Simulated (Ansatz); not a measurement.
# La in Ansatz: the effect of Hubbard term

The system is La.

```
CELL_PARAMETERS angstrom
3.75000 0.00000 0.00000
-1.87500 3.24760 0.00000
0.00000 0.00000 6.07000
ATOMIC_POSITIONS crystal
La 0.66667 0.33333 0.75000
La 0.33333 0.66667 0.25000
```

This isn't the form of La at room conditions, which is double hcp.

Alike in all runs:

* Program: Ansatz 0.2.0
* Task: density of states
* Functional: PBEsol
* Potentials or basis: all-electron LAPW, scalar-relativistic
* Cutoff: 120 eV
* Density cutoff: 482 eV
* Basis error allowed: 0.001 eV/atom
* k mesh: 8 × 8 × 5
* Occupations: fermi-dirac, width 0.05 eV
* Spin: no spin polarisation

Q: One run gave: pressure -1.4 GPa. Which Hubbard term did it use?
A. La f U = 3 eV
B. La f U = 5 eV
C. La f U = 2 eV
D. La f U = 8 eV
E. none

A: E.

```csv
Hubbard term,pressure (GPa)
none,-1.4
La f U = 2 eV,-0.7
La f U = 3 eV,-0.4
La f U = 4 eV,-0.1
La f U = 5 eV,0.1
La f U = 6 eV,0.3
La f U = 8 eV,0.6
```

Caveats: U is the effective U less J, on atomic orbitals that reach past the spheres (some runs); U without spin polarisation on a metal has little footing (some runs); the U is typed as a test and isn't derived for this compound (some runs).

Not every run made on this cell is shown here.
